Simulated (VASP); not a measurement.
Here is a VASP 6.6.1 calculation.

The input INCAR:

```
ALGO = Fast
EDIFF = 1E-7
ENCUT = 520
GGA = RP
ISIF = 2
ISMEAR = 0
LASPH = T
LCHARG = F
LREAL = F
LWAVE = F
NBANDS = 10
NELM = 60
PREC = Accurate
SIGMA = 0.15
```

File KPOINTS:

```
k-points
0
Gamma
  9 9 9
```

The input POSCAR:

```
I
1.0
    0.0000000000      2.3656004400      3.9098401300
    2.1922454700      0.0000000000      3.9098401300
    2.1922454700      2.3656004400      0.0000000000
I
1
Direct
    0.0000000000      0.0000000000      0.0000000000
```

Potentials or basis: VASP PAW PBE potentials, release 64 (I).

Run with:

```console
$ cat potpaw_PBE.64/I/POTCAR > POTCAR
$ mpirun -np 1 vasp_std > vasp.out
```

What does it give for the band gap on the k mesh?

None (metal or under the smearing width).

What does it give for the pressure?

1.8 GPa.

Stress tensor (GPa, compression positive):
```
1.78 0.00 0.00
0.00 1.56 0.00
0.00 0.00 2.08
```

Caveat: the PAW data sets were made with another functional, which shifts forces and pressure a little; an odd number of electrons without spin polarisation forces a metal; a magnetic or distorted state may lie lower. Spin-orbit coupling is left out, which matters for the levels of I.
